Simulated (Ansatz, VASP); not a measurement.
# Al in VASP and in Ansatz

File INCAR:

```
PREC     = Accurate       # precision mode
ENCUT    = 520            # plane-wave cutoff, eV
EDIFF    = 1E-6           # SCF threshold, eV
ISMEAR   = -1             # smearing method
SIGMA    = 0.05           # smearing width, eV
LREAL    = False          # projectors in reciprocal space
LASPH    = True           # aspherical terms in the spheres
NELM     = 80             # most SCF steps
ALGO     = Normal         # electronic algorithm
ISIF     = 2              # what is computed and relaxed
LWAVE    = False          # write WAVECAR
LCHARG   = False          # write CHGCAR
GGA      = PE             # functional
NBANDS   = 8              # bands
```

The input KPOINTS:

```
regular mesh
0
Gamma
  14 14 14
```

The input POSCAR:

```
Al
1.0
    0.0000000000      2.0239800000      2.0239800000
    2.0239800000      0.0000000000      2.0239800000
    2.0239800000      2.0239800000      0.0000000000
Al
1
Direct
    0.0000000000      0.0000000000      0.0000000000
```

Input for Ansatz:

```yaml
crystal:
  lattice:
    - [0.0, 2.02398, 2.02398]
    - [2.02398, 0.0, 2.02398]
    - [2.02398, 2.02398, 0.0]
  atoms:
    - { symbol: Al, position: [0.0, 0.0, 0.0] }
kpoints:
  mp_grid: { grid: [14, 14, 14] }
  band_path:
    path:
      - [0.0, 0.0, 0.0]
      - [0.5, 0.0, 0.5]
      - [0.625, 0.25, 0.625]
      - [0.375, 0.375, 0.75]
      - [0.0, 0.0, 0.0]
      - [0.5, 0.5, 0.5]
      - [0.5, 0.25, 0.75]
      - [0.5, 0.0, 0.5]
    npoints: 14
scf:
  occupations: { method: fermi_dirac, width: 0.05 }
hamiltonian:
  xc: pbe
  pseudopotentials: { kind: all_electron, lapw: { basis_error: 0.001 } }
output:
  forces: true
  stress: true
  eigenvalues: true
  fatbands: true
  populations: true
  dos: { projected: true, de: 0.2, e_range: [-14, 8] }
```

Alike in both runs: task single point; functional PBE; k mesh 14 × 14 × 14; occupations fermi-dirac, width 0.05 eV; no spin polarisation.

|  | VASP | Ansatz |
| --- | --- | --- |
| version | VASP 6.6.1 | Ansatz 0.2.0 |
| potentials or method | VASP PAW PBE potentials, release 64 (Al) | all-electron LAPW, scalar-relativistic |
| plane-wave cutoff (eV) | 520 | see its input |

```tsv
	VASP	Ansatz	Ansatz less VASP
pressure (GPa)	-0.6	-0.6	+0.04
```

Ansatz ran all-electron here, so the differences hold the error of VASP's frozen core and of both bases.
